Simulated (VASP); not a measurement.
Wanted: the native input for a VASP 6.6.1 run.

- Task: relaxation of cell and atoms
- Functional: PBEsol
- Potentials or basis: VASP PAW PBE potentials, release 64 (Al)
- Cutoff: 600 eV
- k mesh: 6 × 6 × 6
- Occupations: gaussian, width 0.1 eV
- Spin: no spin polarisation
- Further INCAR settings: ALGO = Normal; EDIFF = 1e-07; IBRION = 2; EDIFFG = -0.005; NSW = 90; ISIF = 3

The structure of Al lies in POSCAR:

```
Al
1.0
   -1.6070005800      1.6070005800      1.6070005800
    1.6070005800     -1.6070005800      1.6070005800
    1.6070005800      1.6070005800     -1.6070005800
Al
1
Direct
    0.0000000000      0.0000000000      0.0000000000
```

This isn't the form of Al at room conditions, which is fcc.

The input as run:

INCAR

```
  PREC = Accurate
  ENCUT = 600
  EDIFF = 1E-7
  ISMEAR = 0
  SIGMA = 0.1
  LREAL = False
  LASPH = True
  NELM = 60
  ALGO = Normal
  ISIF = 3
  LWAVE = False
  LCHARG = False
  GGA = PS
  IBRION = 2
  NSW = 90
  EDIFFG = -0.005
```

KPOINTS

```
Automatic mesh
0
Gamma
  6 6 6
```

Potentials or basis: VASP PAW PBE potentials, release 64 (Al).

Run with:

```sh
$ cat potpaw_PBE.64/Al/POTCAR > POTCAR
$ mpirun -np 1 vasp_std > vasp.out
```

Results of the run:

```json
{
 "Relaxed volume": "16.66 Å³/atom",
 "Relaxed cell": "a = 2.787 Å, b = 2.787 Å, c = 2.787 Å, α = 109.47°, β = 109.47°, γ = 109.47°",
 "Space group after relaxing (to 0.05 Å)": "Im-3m (No. 229)",
 "Energy gained by relaxing": "0.1 meV/atom",
 "Ionic steps": "3",
 "Pressure after relaxing": "0.0 GPa",
 "Band gap on the k mesh": "none (metal or under the smearing width)"
}
```

Caveat: the k mesh is coarse (spacing up to 0.46 Å⁻¹), so the values aren't converged; the PAW data sets were made with another functional, which shifts forces and pressure a little.

Run time: 1.9 s on 1 thread of Intel(R) Xeon(R) 6975P-C (Granite Rapids), on a shared host, peak memory 0.13 GiB.
